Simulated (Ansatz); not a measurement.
**TiC, before and after**

The guess for TiC is a distorted database cell: TiC type (Fm-3m) distorted into a subgroup (I4mm, No. 107) (largest shift (Å) 0.31).

POSCAR.start

```
Ti C
1.0
    -1.55618    1.55618    2.09047
     1.55618   -1.55618    2.09047
     1.55618    1.55618   -2.09047
Ti C
1 1
Direct
  0.92837 0.92837 0.00000
  0.57163 0.57163 0.00000
```

Computed with DFT PBE, scalar-relativistic, plane waves, PAW in Ansatz 0.2.0. Cutoff 420 eV, Gaussian smearing, Γ-centred meshes. Cell and atoms relax first on a coarse mesh and then on a finer one. In between, the cell is made exact in the group found at 0.06 Å. In metals the finer mesh still leaves noise of several meV/atom or more. The steps can't lower the symmetry of their start. No spin polarisation.

POSCAR.end

```
Ti C
1.0
     0.00000    2.16649    2.16649
     2.16649    0.00000    2.16649
     2.16649    2.16649    0.00000
Ti C
1 1
Direct
  0.00000 0.00000 0.00000
  0.50000 0.50000 0.50000
```

The symmetry goes from I4mm (No. 107) to Fm-3m (No. 225). The end has the rock salt type. The volume per atom stays near 10.2 Å³. The shortest distance goes from 1.49 Å (Ti–C) to 2.17 Å (Ti–C). The energy falls by about 1.9 eV/atom (the start's value is from the coarse mesh). The end is written in a standard setting, so origin, axes and order of atoms can differ from the start's.

For TiC, the volume per atom is 10.17 Å³ and the density is 4.89 g/cm³. The formation energy is −0.83 eV/atom. The gap on the 22×22×22 mesh of the 2-atom cell is 0 eV (a metal).

Formation energies are uncorrected and refer to the elements' standard structures at the same level. A negative formation energy is needed for stability but isn't enough: competing phases decide.

The last run used Gaussian smearing of 0.10 eV. The reference form of C is held partly by dispersion forces, which this level lacks. A structure relaxed within its symmetry needn't be a true minimum. In all, the 3 runs took 16 s on 1 thread of Intel(R) Xeon(R) 6975P-C (Granite Rapids), on a shared host.
